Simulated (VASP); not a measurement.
# MoSe2 (P6_3/mmc) in VASP: a series of runs

The runs below take MoSe2 through relaxation of shape and atoms at fixed volume, with LDA.

All numbers are computed with VASP 6.6.1; they aren't measurements. Logs are shortened: lines on timing, memory, paths and dates and some standing lists are left out, and cuts for length are marked.

### 1 The undisturbed crystal

Symmetry: P6_3/mmc, No. 194, hexagonal system. The conventional cell has a = 3.288 Å, b = 3.288 Å, c = 12.900 Å, α = 90.00°, β = 90.00°, γ = 120.00°. Around Mo (site symmetry -6m2) lie 6 Se at 2.49 Å. Se (site symmetry 3m) is surrounded by 3 Mo at 2.49 Å.

### 2 Relaxation of shape and atoms at fixed volume, LDA (a relaxed cell with its volume scaled by 1.02)

Input file INCAR:

```
SYSTEM = MoSe2
PREC = Accurate ; ENCUT = 600
EDIFF = 1E-7 ; ISMEAR = 0
SIGMA = 0.03 ; LREAL = .False.
LASPH = .True. ; NELM = 80
ALGO = Normal ; ISIF = 4
LWAVE = .False. ; LCHARG = .False.
IBRION = 2 ; NSW = 40
EDIFFG = -0.01 ; KPAR = 2
```

Input file KPOINTS:

```
Automatic mesh
0
Gamma
  9 9 2
  0 0 0
```

Input file POSCAR:

```
MoSe2                                   
1.0
    3.2733428402      0.0000000000      0.0000000000
   -1.6366714201      2.8347980549      0.0000000000
    0.0000000000      0.0000000000     12.8231396552
  Mo              Se            
     2     4
Direct
     0.3333333332999970    0.6666666667000030    0.2500000000000000
     0.6666666667000030    0.3333333332999970    0.7500000000000000
     0.3333333332999970    0.6666666667000030    0.6196545790875803
     0.6666666667000030    0.3333333332999970    0.1196545790875803
     0.3333333332999970    0.6666666667000030    0.8803454209124197
     0.6666666667000030    0.3333333332999970    0.3803454209124197
```

Potentials or basis: VASP PAW LDA potentials, release 64 (Mo_sv, Se).

Run with:

```console
$ cat potpaw_LDA.64/Mo_sv/POTCAR potpaw_LDA.64/Se/POTCAR > POTCAR
$ mpirun -np 2 vasp_std > vasp.out
```

OUTCAR:

```text
SYSTEM = MoSe2
   PREC = Accurate
   ENCUT = 600
   EDIFF = 1E-7
   ISMEAR = 0
   LREAL = .False.
   LASPH = .True.
   NELM = 80
   ISIF = 4
   IBRION = 2
   NSW = 40
   EDIFFG = -0.01

 ion  position               nearest neighbor table
   1  0.333  0.667  0.250-   4 2.52   6 2.52   4 2.52   6 2.52   4 2.52   6 2.52
   2  0.667  0.333  0.750-   3 2.52   5 2.52   3 2.52   5 2.52   3 2.52   5 2.52
   3  0.333  0.667  0.620-   2 2.52   2 2.52   2 2.52
   4  0.667  0.333  0.120-   1 2.52   1 2.52   1 2.52
   5  0.333  0.667  0.880-   2 2.52   2 2.52   2 2.52
   6  0.667  0.333  0.380-   1 2.52   1 2.52   1 2.52

  LATTYP: Found a hexagonal cell.
 ALAT       =     3.2733428402
 C/A-ratio  =     3.9174447289

  Lattice vectors:

 A1 = (   3.2733428402,   0.0000000000,   0.0000000000)
 A2 = (  -1.6366714201,   2.8347980549,   0.0000000000)
 A3 = (   0.0000000000,   0.0000000000,  12.8231396552)

Analysis of symmetry for initial positions (statically):
=====================================================================
 Subroutine PRICEL returns:
 Original cell was already a primitive cell.

 Routine SETGRP: Setting up the symmetry group for a
 hexagonal supercell.

 Subroutine GETGRP returns: Found 24 space group operations
 (whereof 12 operations were pure point group operations)
 out of a pool of 24 trial point group operations.

The static configuration has the point symmetry D_3d.
 The point group associated with its full space group is D_6h.

Analysis of symmetry for dynamics (positions and initial velocities):
=====================================================================
 Subroutine PRICEL returns:
 Original cell was already a primitive cell.

 Routine SETGRP: Setting up the symmetry group for a
 hexagonal supercell.

 Subroutine GETGRP returns: Found 24 space group operations
 (whereof 12 operations were pure point group operations)
 out of a pool of 24 trial point group operations.

The dynamic configuration has the point symmetry D_3d.
 The point group associated with its full space group is D_6h.

 Subroutine INISYM returns: Found 24 space group operations
 (whereof 12 operations are pure point group operations),
 and found     1 'primitive' translations

----------------------------------------------------------------------------------------

                                     Primitive cell

  volume of cell :     118.9893

  direct lattice vectors                    reciprocal lattice vectors
     3.273342840  0.000000000  0.000000000     0.305498094  0.176379407  0.000000000
    -1.636671420  2.834798055  0.000000000     0.000000000  0.352758814  0.000000000
     0.000000000  0.000000000 12.823139655     0.000000000  0.000000000  0.077984022

  length of vectors
     3.273342840  3.273342840 12.823139655     0.352758814  0.352758814  0.077984022

  position of ions in fractional coordinates (direct lattice)
     0.333333333  0.666666667  0.250000000
     0.666666667  0.333333333  0.750000000
     0.333333333  0.666666667  0.619654579
     0.666666667  0.333333333  0.119654579
     0.333333333  0.666666667  0.880345421
     0.666666667  0.333333333  0.380345421

  ion indices of the primitive-cell ions
   primitive index   ion index
                 1           1
                 2           2
                 3           3
                 4           4
                 5           5
                 6           6

----------------------------------------------------------------------------------------

 KPOINTS: Automatic mesh

Automatic generation of k-mesh.
 Grid dimensions read from file:
 generate k-points for:    9    9    2

 Generating k-lattice:

  Cartesian coordinates                     Fractional coordinates (reciprocal lattice)
     0.033944233  0.019597712  0.000000000     0.111111111 -0.000000000  0.000000000
     0.000000000  0.039195424  0.000000000     0.000000000  0.111111111  0.000000000
     0.000000000  0.000000000  0.038992011     0.000000000  0.000000000  0.500000000

  Length of vectors
     0.039195424  0.039195424  0.038992011

  Shift w.r.t. Gamma in fractional coordinates (k-lattice)
     0.000000000  0.000000000  0.000000000

 Subroutine IBZKPT returns following result:
 ===========================================

 Found     24 irreducible k-points:

 Following reciprocal coordinates:
            Coordinates               Weight
  0.000000  0.000000  0.000000      1.000000
  0.111111  0.000000  0.000000      6.000000
  0.222222  0.000000  0.000000      6.000000
  0.333333  0.000000  0.000000      6.000000
  0.444444  0.000000  0.000000      6.000000
  0.111111  0.111111  0.000000      6.000000
[... 16 lines left out ...]
  0.333333  0.222222  0.500000     12.000000
  0.333333  0.333333  0.500000      2.000000
   k-points           NKPTS =     24   k-points in BZ     NKDIM =     24   number of bands    NBANDS=     31
   number of dos      NEDOS =    301   number of ions     NIONS =      6
   total plane-waves  NPLWV =  84672
   dimension x,y,z NGX =    28 NGY =   28 NGZ =  108
   dimension x,y,z NGXF=    56 NGYF=   56 NGZF=  216
   ions per type =               2   4
   NGX,Y,Z   is equivalent  to a cutoff of  14.22, 14.22, 14.00 a.u.
   NGXF,Y,Z  is equivalent  to a cutoff of  28.44, 28.44, 28.00 a.u.
 SYSTEM =  MoSe2
   PREC   = accura    normal or accurate (medium, high low for compatibility)
   ISTART =      0    job   : 0-new  1-cont  2-samecut
   ICHARG =      2    charge: 1-file 2-atom 10-const
   ISPIN  =      1    spin polarized calculation?
   LNONCOLLINEAR =      F non collinear calculations
   LSORBIT =      F    spin-orbit coupling
   LASPH  =      T    aspherical Exc in radial PAW
   ENCUT  =  600.0 eV  44.10 Ry    6.64 a.u.   6.54  6.54 25.61*2*pi/ulx,y,z
   NELM   =     80;   NELMIN=  2; NELMDL= -5     # of ELM steps
   EDIFF  = 0.1E-06   stopping-criterion for ELM
   LREAL  =      F    real-space projection
   EDIFFG = -.1E-01   stopping-criterion for IOM
   NSW    =     40    number of steps for IOM
   IBRION =      2    ionic relax: 0-MD 1-quasi-New 2-CG
   NFREE  =      1    steps in history (QN), initial steepest desc. (CG)
   ISIF   =      4    stress and relaxation
   ISYM   =      2    0-nonsym 1-usesym 2-fastsym
   POTIM  = 0.5000    time-step for ionic-motion
   TEBEG  =    0.0;   TEEND  =   0.0 temperature during run
   PSTRESS=    0.0 pullay stress
   NELECT =      52.0000    total number of electrons
   NUPDOWN=      -1.0000    fix difference up-down
   EMIN   =  10.00;   EMAX   =-10.00  energy-range for DOS
   EFERMI =   0.00;   METHOD = LEGACY
   ISMEAR =     0;   SIGMA  =   0.03  broadening in eV -4-tet -1-fermi 0-gaus
   EFERMI_NEDOS =   21; number of points for ismear=-14 and -15
   IALGO  =     38    algorithm
   IMIX   =      4    mixing-type and parameters
     AMIX     =   0.40;   BMIX     =  1.00
     AMIX_MAG =   1.60;   BMIX_MAG =  1.00
  volume/ion in A,a.u.               =      19.83       133.83
  Fermi-wavevector in a.u.,A,eV,Ry     =   1.242339  2.347679 20.999300  1.543405
  Thomas-Fermi vector in A             =   2.376697
   LORBIT       =      0    0 simple, 1 ext, 2 COOP (PROOUT), +10 PAW based schemes
   GGA     = CA    functional components
   LHFCALC =     F    Hartree Fock is set to
   AEXX    =    0.0000 exact exchange contribution
   IVDW    =     0    specifies the selected vdW correction
   LEPSILON=     F    determine dielectric tensor
   LRPA    =     F    only Hartree local field effects (RPA)
 conjugate gradient relaxation of ions
 non-spin polarized calculation
 Gauss-broadening in eV      SIGMA  =   0.03
  energy-cutoff  :      600.00
  volume of cell :      118.99
 maximum number of plane-waves:      4047
 NGX is ok and might be reduce to    28
   NGX = 13   NGY = 13   NGZ = 51

--------------------------------------- Ionic step        1  -------------------------------------------

 number of electron      52.0000001 magnetization

 Free energy of the ion-electron system (eV)
  ---------------------------------------------------
  ext. energy  EPLUGINS =         0.00000000
  ---------------------------------------------------
  free energy    TOTEN  =       -45.25036465 eV

  energy without entropy =      -45.25036465  energy(sigma->0) =      -45.25036465

------------------------ aborting loop because EDIFF is reached ----------------------------------------

  FORCE on cell =-STRESS in cart. coord.  units (eV):
  Direction    XX          YY          ZZ          XY          YZ          ZX
  --------------------------------------------------------------------------------------
  -------------------------------------------------------------------------------------
  Total       -1.8755804     -1.8755804     -2.2311868      0.0000000     -0.0000000     -0.0000000
  in kB      -25.2544708    -25.2544708    -30.0426700      0.0000000     -0.0000000     -0.0000000
  external PRESSURE =     -26.8505372 kB  Pullay stress =       0.0000000 kB

 VOLUME and BASIS-vectors are now :
 -----------------------------------------------------------------------------
  energy-cutoff  :      600.00
  volume of cell :      118.99
      direct lattice vectors                 reciprocal lattice vectors
     3.273342840  0.000000000  0.000000000     0.305498094  0.176379407  0.000000000
    -1.636671420  2.834798055  0.000000000     0.000000000  0.352758814  0.000000000
     0.000000000  0.000000000 12.823139655     0.000000000  0.000000000  0.077984022

 POSITION                                       TOTAL-FORCE (eV/Angst)
 -----------------------------------------------------------------------------------
     -0.00000      1.88987      3.20578        -0.000000     -0.000000      0.000000
      1.63667      0.94493      9.61735         0.000000      0.000000      0.000000
     -0.00000      1.88987      7.94592        -0.000000      0.000000      0.302358
      1.63667      0.94493      1.53435        -0.000000     -0.000000      0.302358
     -0.00000      1.88987     11.28879        -0.000000      0.000000     -0.302358
      1.63667      0.94493      4.87722        -0.000000      0.000000     -0.302358
 -----------------------------------------------------------------------------------
    total drift:                               -0.000000      0.000000     -0.000000
[... 110 lines left out ...]
 POSITION                                       TOTAL-FORCE (eV/Angst)
 -----------------------------------------------------------------------------------
     -0.00000      1.88745      3.21401         0.000000     -0.000000     -0.000000
      1.63458      0.94372      9.64203         0.000000      0.000000     -0.000000
     -0.00000      1.88745      7.98577        -0.000000      0.000000      0.015826
      1.63458      0.94372      1.55775        -0.000000      0.000000      0.015826
     -0.00000      1.88745     11.29830         0.000000      0.000000     -0.015826
      1.63458      0.94372      4.87027        -0.000000     -0.000000     -0.015826
 -----------------------------------------------------------------------------------
    total drift:                               -0.000000      0.000000     -0.000000

  FREE ENERGIE OF THE ION-ELECTRON SYSTEM (eV)
  ---------------------------------------------------
  free  energy   TOTEN  =       -45.2630678143 eV

  energy  without entropy=      -45.2630678143  energy(sigma->0) =      -45.26306781

--------------------------------------- Ionic step        5  -------------------------------------------

 number of electron      52.0000002 magnetization

 Free energy of the ion-electron system (eV)
  ---------------------------------------------------
  ext. energy  EPLUGINS =         0.00000000
  ---------------------------------------------------
  free energy    TOTEN  =       -45.26488303 eV

  energy without entropy =      -45.26488303  energy(sigma->0) =      -45.26488303

 E-fermi :   6.7270     XC(G=0): -11.0199

 val. band max:        6.6064261395   @ k =   0.0000   0.0000   0.0000
 cond. band min:       7.5067784329   @ k =   0.2222   0.1111   0.0000
 fundamental gap:      0.9003522934
 Fermi energy:         6.7270453332

 k-point     1 :       0.0000    0.0000    0.0000
  band No.  band energies     occupation
      1     -54.1859      2.00000
      2     -54.1859      2.00000
      3     -28.5715      2.00000
      4     -28.5715      2.00000
      5     -28.3423      2.00000
      6     -28.3423      2.00000
[... 23 lines left out ...]
     30       9.2500      0.00000
     31       9.3823      0.00000
[... 793 lines left out ...]
 VOLUME and BASIS-vectors are now :
 -----------------------------------------------------------------------------
  energy-cutoff  :      600.00
  volume of cell :      118.99
      direct lattice vectors                 reciprocal lattice vectors
     3.260125280  0.000000000 -0.000000000     0.306736679  0.177094504  0.000000000
    -1.630062640  2.823351312  0.000000000     0.000000000  0.354189008  0.000000000
    -0.000000000 -0.000000000 12.927328414     0.000000000 -0.000000000  0.077355504

 POSITION                                       TOTAL-FORCE (eV/Angst)
 -----------------------------------------------------------------------------------
     -0.00000      1.88223      3.23183         0.000000     -0.000000     -0.000000
      1.63006      0.94112      9.69550        -0.000000     -0.000000     -0.000000
     -0.00000      1.88223      8.03660        -0.000000      0.000000     -0.001893
      1.63006      0.94112      1.57293        -0.000000     -0.000000     -0.001893
     -0.00000      1.88223     11.35440         0.000000      0.000000      0.001893
      1.63006      0.94112      4.89073         0.000000     -0.000000      0.001893
 -----------------------------------------------------------------------------------
    total drift:                               -0.000000      0.000000     -0.000000

  FREE ENERGIE OF THE ION-ELECTRON SYSTEM (eV)
  ---------------------------------------------------
  free  energy   TOTEN  =       -45.2648830334 eV

  energy  without entropy=      -45.2648830334  energy(sigma->0) =      -45.26488303

 reached required accuracy - stopping structural energy minimisation
```

Wall time 92 s (2 MPI ranks of AMD EPYC 9R45 (Zen 5), shared host); peak memory 0.25 GiB.

What came out:

| Property | Result |
| --- | --- |
| Free energy | -45.2649 eV |
| Energy gained by relaxing | 2.4 meV/atom |
| Ionic steps | 5 |
| Pressure after relaxing | -0.7 GPa |
| Band gap on the k mesh | 0.90 eV, indirect (least direct gap 1.50 eV) |

The path:
```
step  energy change (eV)  largest force (eV/Å)  pressure (GPa)
   1              0.0000                0.3024           -2.69
   2             -0.0090                0.0229           -1.44
   3             -0.0090                0.0303           -1.47
   4             -0.0127                0.0158           -1.15
   5             -0.0145                0.0019           -0.73
```

Final structure:
```
Mo Se
1.0
     3.26013    0.00000    0.00000
    -1.63006    2.82335    0.00000
     0.00000    0.00000   12.92733
Mo Se
2 4
Cartesian
  0.0000 1.8822 3.2318
  1.6301 0.9411 9.6955
  0.0000 1.8822 8.0366
  1.6301 0.9411 1.5729
  0.0000 1.8822 11.3544
  1.6301 0.9411 4.8907
```

Levels at points of the mesh, in eV from the valence-band top:
| k point | band 24 | band 25 | band 26 | band 27 | band 28 | band 29 |
| --- | --- | --- | --- | --- | --- | --- |
| (0.00, 0.00, 0.00) | -1.18 | -0.82 | 0.00 | 2.58 | 2.58 | 2.64 |
| (0.00, 0.00, 0.50) | -1.52 | -0.19 | -0.19 | 2.60 | 2.60 | 2.60 |

Caveat: an odd mesh through Γ misses points on the zone boundary, where band edges often lie.

### 3 Relaxation of shape and atoms at fixed volume, LDA (a relaxed cell with its volume scaled by 1.04)

INCAR is that of step 2.

KPOINTS is that of step 2.

POSCAR, as its differences from that of step 2:

```diff
@@ -2,5 +2,5 @@
 1.0
-    3.2733428402      0.0000000000      0.0000000000
-   -1.6366714201      2.8347980549      0.0000000000
-    0.0000000000      0.0000000000     12.8231396552
+    3.2945989088      0.0000000000      0.0000000000
+   -1.6472994544      2.8532063502      0.0000000000
+    0.0000000000      0.0000000000     12.9064091291
   Mo              Se
```

Potentials or basis: VASP PAW LDA potentials, release 64 (Mo_sv, Se).

Run with:

```console
$ cat potpaw_LDA.64/Mo_sv/POTCAR potpaw_LDA.64/Se/POTCAR > POTCAR
$ mpirun -np 2 vasp_std > vasp.out
```

It took 2.1 min on 2 MPI ranks of AMD EPYC 9R45 (Zen 5), shared host; peak memory 0.25 GiB.

It converged, with:

- Free energy: -45.2513 eV
- Energy gained by relaxing: 9.6 meV/atom
- Ionic steps: 8
- Pressure after relaxing: -1.2 GPa
- Band gap on the k mesh: 0.98 eV, indirect (least direct gap 1.50 eV)

Step by step:
```tsv
step	energy change (eV)	largest force (eV/Å)	pressure (GPa)
1	0.0000	0.5825	-5.10
2	-0.0344	0.0608	-2.83
3	-0.0344	0.0613	-2.83
4	-0.0492	0.0299	-2.17
5	-0.0573	0.0153	-1.16
6	-0.0573	0.0167	-1.12
7	-0.0574	0.0110	-1.24
8	-0.0574	0.0005	-1.19
```

Final structure:
```
CELL_PARAMETERS angstrom
3.26472 0.00000 0.00000
-1.63236 2.82733 0.00000
0.00000 0.00000 13.14372
ATOMIC_POSITIONS crystal
Mo 0.33333 0.66667 0.25000
Mo 0.66667 0.33333 0.75000
Se 0.33333 0.66667 0.62383
Se 0.66667 0.33333 0.12383
Se 0.33333 0.66667 0.87617
Se 0.66667 0.33333 0.37617
```

Levels at points of the mesh, in eV from the valence-band top:
| k point | band 22 | band 23 | band 24 | band 25 | band 26 | band 27 | band 28 | band 29 | band 30 | band 31 |
| --- | --- | --- | --- | --- | --- | --- | --- | --- | --- | --- |
| (0.00, 0.00, 0.00) | -1.45 | -1.45 | -1.10 | -0.91 | 0.00 | 2.64 | 2.64 | 2.69 | 2.69 | 2.85 |
| (0.00, 0.00, 0.50) | -1.46 | -1.46 | -1.46 | -0.21 | -0.21 | 2.65 | 2.65 | 2.65 | 2.65 | 2.94 |

Caveat: an odd mesh through Γ misses points on the zone boundary, where band edges often lie.
